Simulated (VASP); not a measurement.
## From VASP inputs to Ansatz: GaN (strained zincblende)

INCAR

```
IBRION = -1
ENCUT = 520
LASPH = .TRUE.
EDIFF = 1E-7
PREC = Accurate
LREAL = .FALSE.
GGA = PE
NBANDS = 16
LCHARG = .FALSE.
SIGMA = 0.02
NELM = 120
NSW = 0
ISIF = 2
LWAVE = .FALSE.
ISMEAR = -1
```

KPOINTS

```
KPOINTS created by Atomic Simulation Environment
0
Gamma
10 10 10
0 0 0
```

KPOINTS_OPT

```
special points
6
Reciprocal
0.0000000000 0.0000000000 0.0000000000 1
-0.5000000000 -0.5000000000 0.0000000000 1
-0.3750000000 -0.3750000000 0.2500000000 1
-0.3750000000 0.0000000000 0.3750000000 1
0.0000000000 0.0000000000 0.5000000000 1
-0.5000000000 -0.2500000000 0.2500000000 1
```

POSCAR

```
Ga N
 1.0000000000000000
     0.0000000000000000    2.2039734903000001    2.2039734903000001
     2.2039734903000001    0.0000000000000000    2.2039734903000001
     2.2039734903000001    2.2039734903000001    0.0000000000000000
 Ga  N
   1   1
Cartesian
  0.0000000000000000  0.0000000000000000  0.0000000000000000
  1.1019867451500001  1.1019867451500001  1.1019867451500001
```

VASP ran with the recommended PBE PAW datasets (18 valence electrons in the cell).

Problem. Write an Ansatz input for this cell and level of theory.

Solution. 

```yaml
crystal:
  lattice:
    - [0.0, 2.2039734903, 2.2039734903]
    - [2.2039734903, 0.0, 2.2039734903]
    - [2.2039734903, 2.2039734903, 0.0]
  atoms:
    - { symbol: Ga, position: [0.0, 0.0, 0.0] }
    - { symbol: "N", position: [0.25, 0.25, 0.25] }
kpoints:
  mp_grid: { grid: [10, 10, 10] }
  band_path:
    path:
      - [0.0, 0.0, 0.0]
      - [-0.5, -0.5, 0.0]
      - [-0.375, -0.375, 0.25]
      - [-0.375, 0.0, 0.375]
      - [0.0, 0.0, 0.5]
      - [-0.5, -0.25, 0.25]
    npoints: 1
hamiltonian:
  xc: pbe
scf:
  occupations: { method: fermi_dirac, width: 0.02 }
  n_extra_bands: 4
output:
  forces: true
  stress: true
  eigenvalues: true
  write_density: true
  write_potential: true
  elf: true
  volumetric_format: npy
```

Other inputs would serve too.

```
                               VASP    Ansatz
gap between bands v and c   2.16 eV   2.14 eV
         least direct gap   2.16 eV   2.14 eV
                 pressure  19.8 GPa  19.9 GPa
```

Each program uses its own PAW datasets. VASP's cell holds 18 valence electrons and Ansatz's 18. Ansatz's stress includes a Pulay correction; VASP's doesn't.
